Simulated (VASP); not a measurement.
The system is Zr.

```
Zr
1.0
     3.23200    0.00000    0.00000
    -1.61600    2.79899    0.00000
     0.00000    0.00000    5.14700
Zr
2
Direct
  0.33465 0.67413 0.25390
  0.66535 0.32587 0.74610
```

The cell isn't the ideal one: atom 2 moved 0.06 Å.

Base run:

```yaml
Program: VASP 6.6.1
Functional: r2SCAN
Potentials_or_basis: VASP PAW PBE potentials, release 64 (Zr_sv)
Cutoff: 520 eV
k_mesh: 9 × 9 × 5
Occupations: fermi-dirac, width 0.05 eV
Spin: no spin polarisation
```

Its results: pressure 0.9 GPa; largest force 0.157 eV/Å.

**Question.** The run is repeated on the same cell with these changes: functional from r2SCAN to SCAN. What comes out?

**Answer.** Pressure 0.2 GPa; largest force 0.143 eV/Å.

Caveats: the PAW data sets were made with another functional, which shifts forces and pressure a little.
